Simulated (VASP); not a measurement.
Crystal: Ga.

```xyz
2
Lattice="1.3830 -4.0265 0.0000 1.3830 4.0265 0.0000 -0.1174 0.0000 3.3299" Properties=species:S:1:pos:R:3 pbc="T T T"
Ga    1.3536   -2.9716    0.8325
Ga    1.2949    2.9716    2.4974
```

This isn't the form of Ga at room conditions, which is orthorhombic.

| Item | Value |
| --- | --- |
| Program | VASP 6.6.1 |
| Task | relaxation of cell and atoms |
| Functional | PBE |
| Potentials or basis | VASP PAW PBE potentials, release 64 (Ga_d) |
| Cutoff | 520 eV |
| k mesh | 17 × 17 × 13 |
| Occupations | gaussian, width 0.1 eV |
| Spin | no spin polarisation |

At the start: pressure 1.8 GPa; volume 18.54 Å³/atom.

Where does the relaxation end?

Over 13 steps the energy falls by 7.0 meV/atom and the volume is 19.18 Å³/atom (+3.5 %); space group Cmcm (No. 63, to 0.05 Å).

Step by step:
```
step  energy change (eV)  largest force (eV/Å)  pressure (GPa)  volume (Å³)
   1              0.0000                0.2080            1.82        37.09
   2             -0.0101                0.1119            0.19        38.23
   3             -0.0106                0.0808           -0.33        38.66
   4             -0.0106                0.0866           -0.26        38.60
   5             -0.0118                0.0491           -0.21        38.50
   6             -0.0128                0.0405            0.13        38.29
   7             -0.0128                0.0266            0.05        38.32
   8             -0.0134                0.0195            0.04        38.32
   9             -0.0135                0.0149            0.10        38.32
  10             -0.0135                0.0136            0.07        38.32
  11             -0.0137                0.0032           -0.04        38.40
  12             -0.0138                0.0055           -0.14        38.48
  13             -0.0139                0.0047            0.02        38.37
```

Final structure:
```cif
data_structure
_symmetry_space_group_name_H-M 'P 1'
_symmetry_Int_Tables_number 1
_cell_length_a 4.3040
_cell_length_b 4.3040
_cell_length_c 3.3386
_cell_angle_alpha 90.021
_cell_angle_beta 90.021
_cell_angle_gamma 141.655
_cell_volume 38.37
loop_
_atom_site_label
_atom_site_type_symbol
_atom_site_fract_x
_atom_site_fract_y
_atom_site_fract_z
_atom_site_occupancy
Ga1 Ga 0.86555 0.13445 0.25000 1
Ga2 Ga 0.13445 0.86555 0.75000 1
```
